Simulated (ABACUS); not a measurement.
Crystal: ZnSe (Stilleite).

```
Se Zn
1.0
     0.00000    2.83380    2.83380
     2.83380    0.00000    2.83380
     2.83380    2.83380    0.00000
Se Zn
1 1
Direct
  0.75000 0.75000 0.75000
  0.00000 0.00000 0.00000
```

Base run:

- Program: ABACUS 3.10.1
- Functional: revTPSS
- Potentials or basis: SG15 ONCV 1.2 PBE
- Cutoff: 1374 eV
- Density cutoff: 5497 eV
- Basis: plane waves
- k mesh: 5 × 5 × 5
- Occupations: fermi-dirac, width 0.05 eV
- Spin: no spin polarisation

Its results: band gap on the k mesh 1.44 eV, direct; pressure 1.1 GPa.

The run is repeated on the same cell with these changes: functional from revTPSS to TPSS. What comes out?

Band gap on the k mesh 1.49 eV, direct; pressure 2.3 GPa.

Caveats: the potentials were made for another functional, which shifts forces and pressure; an odd mesh through Γ misses points on the zone boundary, where band edges often lie.

Not every run made on this cell is shown here.
